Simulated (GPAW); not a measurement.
The system is SnTe.

```
CELL_PARAMETERS angstrom
0.00000 3.15085 3.15085
3.15085 0.00000 3.15085
3.15085 3.15085 0.00000
ATOMIC_POSITIONS crystal
Te 0.50000 0.50000 0.50000
Sn 0.00000 0.00000 0.00000
```

- Program: GPAW 26.7.0
- Task: relaxation of cell and atoms
- Functional: revPBE
- Dispersion: D3(BJ)
- Potentials or basis: the program's PAW data sets (release 1.2.1) made for this functional
- Cutoff: 600 eV
- Basis: pw
- k mesh: 7 × 7 × 7
- Occupations: fermi-dirac, width 0.05 eV
- Spin: no spin polarisation

At the start: pressure -1.0 GPa; volume 31.28 Å³/atom.

Q: Where does the relaxation end?

A: Over 3 steps the energy falls by 2.2 meV/atom and the volume is 30.56 Å³/atom (-2.3 %); space group Fm-3m (No. 225, to 0.05 Å).

The path:
| step | energy change (eV) | largest force (eV/Å) | pressure (GPa) | volume (Å³) |
| --- | --- | --- | --- | --- |
| 1 | 0.0000 | 0.0000 | -1.01 | 62.56 |
| 2 | -0.0015 | 0.0000 | -0.83 | 62.30 |
| 3 | -0.0045 | 0.0000 | 0.03 | 61.12 |

Final structure:
```xyz
2
Lattice="0.0000 3.1265 3.1265 3.1265 0.0000 3.1265 3.1265 3.1265 0.0000" Properties=species:S:1:pos:R:3 pbc="T T T"
Te    3.1265    3.1265    3.1265
Sn    0.0000    0.0000    0.0000
```

Caveat: later steps reuse the first step's grids.
